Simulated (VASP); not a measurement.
Zn:

```
CELL_PARAMETERS angstrom
-1.55795 1.55795 1.55795
1.55795 -1.55795 1.55795
1.55795 1.55795 -1.55795
ATOMIC_POSITIONS crystal
Zn 0.00000 0.00000 0.00000
```

The cell was built by a generator and needn't be a form met in nature.

Base run:

```yaml
Program: VASP 6.6.1
Functional: r2SCAN
Potentials_or_basis: VASP PAW PBE potentials, release 64 (Zn)
Cutoff: 520 eV
k_mesh: 18 × 18 × 18
Occupations: gaussian, width 0.05 eV
Spin: no spin polarisation
```

Its results: band gap on the k mesh none (metal or under the smearing width); pressure -3.0 GPa.

Q: The run is repeated on the same cell with these changes: functional from r2SCAN to PBE; k mesh from 18 × 18 × 18 to 8 × 8 × 8. What comes out?

A: Band gap on the k mesh none (metal or under the smearing width); pressure 0.6 GPa.

Several settings changed at once, so the effect can't be laid on one alone.

Caveats: the PAW data sets were made with another functional, which shifts forces and pressure a little (some runs).

Not every run made on this cell is shown here.
